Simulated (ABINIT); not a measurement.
# MnS (F-43m) in ABINIT: further runs, part 2 of 2

ABINIT 10.8.3 (patched build). The steps go on from the part before.

## Step 3: Hubbard U by linear response, PBE+U, collinear spin, ferromagnetic start

The input, run.abi:

```
# Datasets
ndtset 4

# Pseudopotentials
pp_dirpath "./"
pseudos "Mn.GGA_PBE-ansatz.xml, S.GGA_PBE-ansatz.xml"

# Structure
structure "poscar:POSCAR"
natom 2

# Plane-wave basis
ecut 380.959407 eV
pawecutdg 28.0
pawxcdev 0
pawovlp -1

# k points
kptopt 2
ngkpt 1 1 1
nshiftk 1
shiftk 0.0 0.0 0.0

# Exchange and correlation
ixc 11

# Bands and occupations
nband 16
occopt 3
tsmear 0.05 eV

# Spin
nsppol 2
spinat
     0.0000000000     0.0000000000     4.0000000000
     0.0000000000     0.0000000000     0.0000000000
nsym 1

# DFT+U
usepawu 1
lpawu 2 -1
upawu 4.0 0.0 eV
jpawu 0.0 0.0 eV
dmatpuopt 3

# SCF cycle
nstep 120
nline 6
tolvrs 1.0e-9

# Output
prteig 0
prtebands 0
prtden 0
prtwf 0

# Linear response
irdwfk 1
macro_uj 1
pawujat 1
pawujv1 -0.15 eV
pawujv2 -0.05 eV
pawujv3 0.05 eV
pawujv4 0.15 eV
```

The input, POSCAR:

```
MnS
1.0
    0.0000000000      2.4734634191      2.4734634191
    2.4734634191      0.0000000000      2.4734634191
    2.4734634191      2.4734634191      0.0000000000
Mn S
1 1
Direct
    0.0000000000      0.0000000000      0.0000000000  Mn
    0.7500000000      0.7500000000      0.7500000000  S
```

The input, gs.abi:

```
# Pseudopotentials
pp_dirpath "./"
pseudos "Mn.GGA_PBE-ansatz.xml, S.GGA_PBE-ansatz.xml"

# Structure
structure "poscar:POSCAR"
natom 2

# Plane-wave basis
ecut 380.959407 eV
pawecutdg 28.0
pawxcdev 0
pawovlp -1

# k points
kptopt 2
ngkpt 1 1 1
nshiftk 1
shiftk 0.0 0.0 0.0

# Exchange and correlation
ixc 11

# Bands and occupations
nband 16
occopt 3
tsmear 0.05 eV

# Spin
nsppol 2
spinat
     0.0000000000     0.0000000000     4.0000000000
     0.0000000000     0.0000000000     0.0000000000
nsym 1

# DFT+U
usepawu 1
lpawu 2 -1
upawu 4.0 0.0 eV
jpawu 0.0 0.0 eV
dmatpuopt 3

# SCF cycle
nstep 120
nline 6
tolvrs 1.0e-9

# Output
prteig 0
prtebands 0
prtden 0
```

Potentials or basis: Ansatz PAW PBE default generated set, frozen core.

Command:

```sh
> abinit gs.abi > log 2>&1
> ln -s gso_WFK runi_DS1_WFK
> ln -s gso_WFK runi_DS2_WFK
> ln -s gso_WFK runi_DS3_WFK
> ln -s gso_WFK runi_DS4_WFK
> abinit run.abi > log 2>&1
> lruj runo_DS1_LRUJ.nc runo_DS2_LRUJ.nc runo_DS3_LRUJ.nc runo_DS4_LRUJ.nc > lruj.log 2>&1
```

run.abo:

```text
[... set-up lines left out ...]
 ETOT  1  -114.92363413514    -1.149E+02 1.558E-07 5.058E-02 3.318E-01 3.318E-01
 ETOT  2  -114.92361345331     2.068E-05 2.120E-07 4.942E-02 1.771E-03 3.300E-01
 ETOT  3  -114.92353448462     7.897E-05 2.029E-05 7.513E-04 7.527E-04 3.308E-01
 ETOT  4  -114.92353419496     2.897E-07 8.981E-08 2.380E-05 1.612E-06 3.308E-01
 ETOT  5  -114.92353422219    -2.723E-08 4.295E-09 1.161E-05 1.306E-05 3.308E-01
 ETOT  6  -114.92353423079    -8.602E-09 1.201E-09 3.326E-07 5.080E-06 3.307E-01
 ETOT  7  -114.92353423041     3.846E-10 6.813E-11 9.016E-08 9.781E-07 3.307E-01
 ETOT  8  -114.92353423046    -5.232E-11 1.426E-11 2.437E-08 3.811E-06 3.307E-01
 ETOT  9  -114.92353423051    -4.282E-11 3.306E-12 5.959E-09 1.780E-06 3.307E-01
 ETOT 10  -114.92353423052    -1.452E-11 2.626E-12 5.224E-10 2.027E-06 3.307E-01

 At SCF step   10       nres2   =  5.22E-10 < tolvrs=  1.00E-09 =>converged.

 Cartesian components of stress tensor (hartree/bohr^3)
  sigma(1 1)= -4.34601131E-04  sigma(3 2)=  1.52717432E-08
  sigma(2 2)= -4.34600829E-04  sigma(3 1)=  4.40111458E-09
  sigma(3 3)= -4.34600476E-04  sigma(2 1)=  2.68485426E-10

--- !ResultsGS
iteration_state: {dtset: 1, }
comment   : Summary of ground state results
lattice_vectors:
- [  0.0000000,   4.6741684,   4.6741684, ]
- [  4.6741684,   0.0000000,   4.6741684, ]
- [  4.6741684,   4.6741684,   0.0000000, ]
lattice_lengths: [   6.61027,    6.61027,    6.61027, ]
lattice_angles: [ 60.000,  60.000,  60.000, ] # degrees, (23, 13, 12)
lattice_volume:   2.0424107E+02
convergence: {deltae: -1.452E-11, res2:  5.224E-10, residm:  2.626E-12, diffor: null, }
etotal    :  -1.14923534E+02
[... 945 lines left out ...]
--- !EnergyTermsWithPAWCore
iteration_state     : {dtset: 4, }
comment             : 'Components of total free energy, including PAW core contributions'
Total energy        : -1.54865646617523E+03
Total energy DC     : -1.54862308892039E+03
Total energy (eV)   : -4.21410892634302E+04
Total energy DC (eV): -4.21401810220570E+04
...

 Cartesian components of stress tensor (hartree/bohr^3)
  sigma(1 1)= -5.45472478E-04  sigma(3 2)=  1.89284239E-08
  sigma(2 2)= -5.45471613E-04  sigma(3 1)= -6.27245270E-09
  sigma(3 3)= -5.45474337E-04  sigma(2 1)= -1.95725705E-10

-Cartesian components of stress tensor (GPa)         [Pressure=  1.6048E+01 GPa]
- sigma(1 1)= -1.60483544E+01  sigma(3 2)=  5.56893457E-04
- sigma(2 2)= -1.60483289E+01  sigma(3 1)= -1.84541930E-04
- sigma(3 3)= -1.60484091E+01  sigma(2 1)= -5.75844904E-06

== END DATASET(S) ==============================================================
================================================================================

 -outvars: echo values of variables after computation  --------
            acell      1.0000000000E+00  1.0000000000E+00  1.0000000000E+00 Bohr
           etotal1    -1.1492353423E+02
           etotal2    -1.1490116196E+02
           etotal3    -1.1487883774E+02
           etotal4    -1.1485656157E+02
            fcart1    -1.0891567518E-06  6.3127125051E-07 -1.7423519761E-07
                       1.0891567518E-06 -6.3127125051E-07  1.7423519761E-07
            fcart2    -6.0570600967E-07 -4.0752670222E-07 -3.6898103968E-08
                       6.0570600967E-07  4.0752670222E-07  3.6898103968E-08
            fcart3    -6.0622675759E-07  3.2810575945E-07  3.9384501011E-08
                       6.0622675759E-07 -3.2810575945E-07 -3.9384501011E-08
            fcart4    -2.6243856928E-07 -2.6714716140E-07  8.2482938316E-08
                       2.6243856928E-07  2.6714716140E-07 -8.2482938316E-08
            rprim      0.0000000000E+00  4.6741684446E+00  4.6741684446E+00
                       4.6741684446E+00  0.0000000000E+00  4.6741684446E+00
                       4.6741684446E+00  4.6741684446E+00  0.0000000000E+00
           strten1    -4.3460113099E-04 -4.3460082881E-04 -4.3460047586E-04
                       1.5271743162E-08  4.4011145828E-09  2.6848542552E-10
           strten2    -4.7152104327E-04 -4.7152105218E-04 -4.7152168149E-04
                       1.8710992144E-08 -1.0237743597E-09  1.3821615772E-09
           strten3    -5.0865168493E-04 -5.0865141857E-04 -5.0865317964E-04
                       1.3997101983E-08  1.5797248558E-09 -6.9188779385E-10
           strten4    -5.4547247761E-04 -5.4547161289E-04 -5.4547433680E-04
                       1.8928423857E-08 -6.2724527039E-09 -1.9572570461E-10
           xangst      0.0000000000E+00  0.0000000000E+00  0.0000000000E+00
                       3.7101951286E+00  3.7101951286E+00  3.7101951286E+00
             xred      0.0000000000E+00  0.0000000000E+00  0.0000000000E+00
                       7.5000000000E-01  7.5000000000E-01  7.5000000000E-01
 Calculation completed.
```

gs.abo:

```text
[... set-up lines left out ...]
 ETOT  1  -114.18805258186    -1.142E+02 5.792E-01 8.629E+01 1.062E+00 1.062E+00
 ETOT  2  -115.28234653531    -1.094E+00 9.891E-03 4.306E+02 6.172E-02 1.124E+00
 ETOT  3  -114.75743951546     5.249E-01 1.142E-01 9.464E+00 4.324E-02 1.107E+00
 ETOT  4  -114.90208503251    -1.446E-01 2.171E-02 4.152E+01 9.265E-01 6.331E-01
 ETOT  5  -114.89226918591     9.816E-03 7.800E-04 1.669E+01 6.355E-02 5.695E-01
[... 190 lines left out ...]
           strten     -4.9011846100E-04 -4.9011863104E-04 -4.9011925732E-04
                       1.2058983224E-08  1.1463705534E-08  3.6214390884E-09
           xangst      0.0000000000E+00  0.0000000000E+00  0.0000000000E+00
                       3.7101951286E+00  3.7101951286E+00  3.7101951286E+00
             xred      0.0000000000E+00  0.0000000000E+00  0.0000000000E+00
                       7.5000000000E-01  7.5000000000E-01  7.5000000000E-01
 Calculation completed.
```

lruj.log:

```text
.Version 10.8.3 of LRUJ
--------------------------------------------------------|---------------------------------------
 Linear:        -0.3713834    -0.1307489     4.9556104  |    0.0001107    0.0000038    0.0008325
 Quadratic:     -0.3713834    -0.1307489     4.9556104  |    0.0000018    0.0000038    0.0002205
 Cubic:         -0.3714035    -0.1306340     4.9624860  |    0.0000016    0.0000001    0.0000131
*************************************************************************************************
*************************************************************************************************
```

Run time: 2.2 min. Hardware: 1 thread of Arm Neoverse V2, shared host; peak memory 0.3 GiB.

These settings aren't checked as converged (typed here: k = 1 × 1 × 1; nline = 6): the numbers below hold their error.

What came out:

* Free energy: -3126.3160 eV
* Pressure: 14.4 GPa
* Band gap on the k mesh: 1.18 eV, direct
* Net moment: -1.00 μB per cell
* Site moments: Mn -0.14; S -0.33 μB
* Hubbard U from linear response: 4.96 eV

Caveat: the k mesh is coarse (spacing up to 2.20 Å⁻¹), so the values aren't converged; the shifted atom has its images in every cell, so this scalar value isn't converged in cell size and belongs to these projectors alone; the atomic spheres overlap; an odd mesh through Γ misses points on the zone boundary, where band edges often lie; the moment fell far below its start of 4 μB, so a state of higher moment may lie lower in energy; a cell with one magnetic atom can't hold antiferromagnetic order, which such compounds often take.

## Step 4: Phonons, LDA, collinear spin, ferromagnetic start

The input, run.abi:

```
ndtset 2

pp_dirpath "./"
pseudos "Mn.upf, S.upf"

acell 6.6102724026 6.6102724026 6.6102724026
rprim
     0.0000000000     0.7071067812     0.7071067812
     0.7071067812     0.0000000000     0.7071067812
     0.7071067812     0.7071067812     0.0000000000
ntypat 2
znucl 25 16
natom 2
typat 1 2
xred
            0.0            0.0            0.0
            3/4            3/4            3/4

ecut 46.0

ngkpt 4 4 4
nshiftk 4
shiftk
     0.5000000000     0.5000000000     0.5000000000
     0.5000000000     0.0000000000     0.0000000000
     0.0000000000     0.5000000000     0.0000000000
     0.0000000000     0.0000000000     0.5000000000

ixc 7

nband 20
occopt 3
tsmear 0.05 eV

nsppol 2
spinat
     0.0000000000     0.0000000000     4.0000000000
     0.0000000000     0.0000000000     0.0000000000

nstep 80

prteig 0
prtebands 0
prtwf 0
prtden 0
prtpot 0

kptopt1 1
tolvrs1 1.0e-15
prtwf1 1
tolwfr1 1.0e-14
nbdbuf1 4
nline1 6

rfphon2 1
rfatpol2 1 2
rfdir2 1 1 1
getwfk2 1
kptopt2 2
nqpt2 1
qpt2 0.0 0.0 0.0
tolvrs2 1.0e-8
```

The input, mrgddb.in:

```
merged_DDB
MnS
2
runo_DS1_DDB
runo_DS2_DDB
```

The input, anaddb.abi:

```
ddb_filepath "merged_DDB"
output_file "anaddb.abo"
outdata_prefix "ana"
asr 2
chneut 0
dipdip 0
dieflag 0
enunit 0
eivec 1
nph1l 1
qph1l 0.0 0.0 0.0 1.0
```

Potentials or basis: PseudoDojo NC SR LDA v0.4.1 standard.

Command:

```sh
> abinit run.abi > log 2>&1
> mrgddb < mrgddb.in > mrgddb.log 2>&1
> anaddb anaddb.abi > anaddb.log 2>&1
```

run.abo:

```text
.Version 10.8.3 of ABINIT
 DATASET    1 : space group F-4 3 m (#216); Bravais cF (face-center cubic)
================================================================================
 Values of the parameters that define the memory need for DATASET  1.
     intxc =       0    ionmov =       0      iscf =       7    lmnmax =       6
     lnmax =       6     mgfft =      45  mpssoang =       3    mqgrid =    3001
     natom =       2  nloc_mem =       1    nspden =       2   nspinor =       1
    nsppol =       2      nsym =      24    n1xccc =    2501    ntypat =       2
    occopt =       3   xclevel =       1
       mpw =        3056          nfft =       91125          nkpt =          10
================================================================================
================================================================================

 DATASET    2 : space group F-4 3 m (#216); Bravais cF (face-center cubic)
================================================================================
 Values of the parameters that define the memory need for DATASET  2 (RF).
     intxc =       0      iscf =       7    lmnmax =       6     lnmax =       6
     mgfft =      45  mpssoang =       3    mqgrid =    3001     natom =       2
  nloc_mem =       1    nspden =       2   nspinor =       1    nsppol =       2
      nsym =      24    n1xccc =    2501    ntypat =       2    occopt =       3
   xclevel =       1
      nfft =       91125          nkpt =         128
================================================================================
================================================================================

[... 676 lines left out ...]
   3    2   3    1        -0.1498456325         0.0000000000
   3    2   3    2         0.1498456325        -0.0000000000

  Phonon wavevector (reduced coordinates) :  0.00000  0.00000  0.00000
 Phonon energies in Hartree :
   0.000000E+00  0.000000E+00  0.000000E+00  2.014897E-03  2.014897E-03
   2.014897E-03
 Phonon frequencies in cm-1    :
   0.000000E+00  0.000000E+00  0.000000E+00  4.422187E+02  4.422187E+02
   4.422187E+02

== END DATASET(S) ==============================================================
================================================================================

 -outvars: echo values of variables after computation  --------
            acell      6.6102724026E+00  6.6102724026E+00  6.6102724026E+00 Bohr
           etotal1    -1.1989149821E+02
           etotal2     6.5476104206E+00
            fcart1     2.2502709380E-31 -6.2457565174E-48 -2.2502709380E-31
                      -2.2502709380E-31  6.2457565174E-48  2.2502709380E-31
            fcart2     0.0000000000E+00  0.0000000000E+00  0.0000000000E+00
                       0.0000000000E+00  0.0000000000E+00  0.0000000000E+00
            rprim      0.0000000000E+00  7.0710678120E-01  7.0710678120E-01
                       7.0710678120E-01  0.0000000000E+00  7.0710678120E-01
                       7.0710678120E-01  7.0710678120E-01  0.0000000000E+00
           strten1     2.4286199343E-04  2.4286199343E-04  2.4286199343E-04
                       0.0000000000E+00  0.0000000000E+00  0.0000000000E+00
           strten2     0.0000000000E+00  0.0000000000E+00  0.0000000000E+00
                       0.0000000000E+00  0.0000000000E+00  0.0000000000E+00
           xangst      0.0000000000E+00  0.0000000000E+00  0.0000000000E+00
                       3.7101951262E+00  3.7101951262E+00  3.7101951262E+00
             xred      0.0000000000E+00  0.0000000000E+00  0.0000000000E+00
                       7.5000000000E-01  7.5000000000E-01  7.5000000000E-01
 Calculation completed.
```

anaddb.abo:

```text
.Version 10.8.3 of ANADDB
================================================================================

 -outvars_anaddb: echo values of input variables ----------------------

[... 86 lines left out ...]
 -0.0  0.0  0.0 -0.0  1.0  1.0 -1.0 -1.0
 Symmetry characters of vibration mode #   4
       degenerate with vibration modes #   5 to    6
  3.0 -1.0 -1.0 -1.0  1.0 -1.0  1.0 -1.0 -0.0  0.0  0.0 -0.0  1.0 -1.0 -1.0  1.0
  0.0  0.0 -0.0 -0.0  1.0  1.0 -1.0 -1.0

================================================================================

 anaddb : the run completed successfully.
```

It took 19 min on 1 thread of Arm Neoverse V1, shared host; peak memory 0.5 GiB.

What came out:

```
Free energy                                             : -3262.4139 eV
Pressure                                                : -7.1 GPa
Net moment                                              : -0.33 μB per cell
Site moments                                            : Mn -0.30; S +0.00 μB
Highest phonon frequency at Γ, LO-TO splitting left out : 442 cm⁻¹
```

Phonon frequencies in cm⁻¹ (negative: imaginary):
| q point | frequencies |
| --- | --- |
| (0.000, 0.000, 0.000) | 0 0 0 442 442 442 |

Caveat: the mesh is coarse for a metal's response; the cell is more than 3 GPa from zero pressure, which shifts response properties; the moment fell far below its start of 4 μB, so a state of higher moment may lie lower in energy.
